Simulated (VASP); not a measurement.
Al:

```
Al
1.0
     2.86335    0.00000    0.00000
    -1.43167    2.47973    0.00000
     0.00000    0.00000    4.67585
Al
2
Cartesian
  0.0000 1.6532 1.1690
  1.4317 0.8266 3.5069
```

This isn't the form of Al at room conditions, which is fcc.

```yaml
Program: VASP 6.6.1
Task: relaxation of cell and atoms
Functional: LDA
Potentials_or_basis: VASP PAW LDA potentials, release 64 (Al)
Cutoff: 600 eV
k_mesh: 18 × 18 × 10
Occupations: gaussian, width 0.1 eV
Spin: no spin polarisation
```

At the start: pressure -2.9 GPa; volume 16.60 Å³/atom.

**Question.** Where does the relaxation end?

**Answer.** Over 9 steps the energy falls by 6.1 meV/atom and the volume is 15.95 Å³/atom (-3.9 %); space group P6_3/mmc (No. 194, to 0.05 Å).

The path:
```tsv
step	energy change (eV)	largest force (eV/Å)	pressure (GPa)	volume (Å³)
1	0.0000	0.0000	-2.91	33.20
2	-0.0120	0.0000	0.34	31.77
3	-0.0122	0.0000	0.00	31.91
4	-0.0122	0.0000	-0.06	31.93
5	-0.0122	0.0000	-0.06	31.93
6	-0.0122	0.0000	-0.05	31.93
7	-0.0122	0.0000	-0.05	31.93
8	-0.0122	0.0000	0.06	31.88
9	-0.0122	0.0000	0.00	31.91
```

Final structure:
```cif
data_structure
_symmetry_space_group_name_H-M 'P 1'
_symmetry_Int_Tables_number 1
_cell_length_a 2.8294
_cell_length_b 2.8294
_cell_length_c 4.6021
_cell_angle_alpha 90.000
_cell_angle_beta 90.000
_cell_angle_gamma 120.000
_cell_volume 31.91
loop_
_atom_site_label
_atom_site_type_symbol
_atom_site_fract_x
_atom_site_fract_y
_atom_site_fract_z
_atom_site_occupancy
Al1 Al 0.33333 0.66667 0.25000 1
Al2 Al 0.66667 0.33333 0.75000 1
```
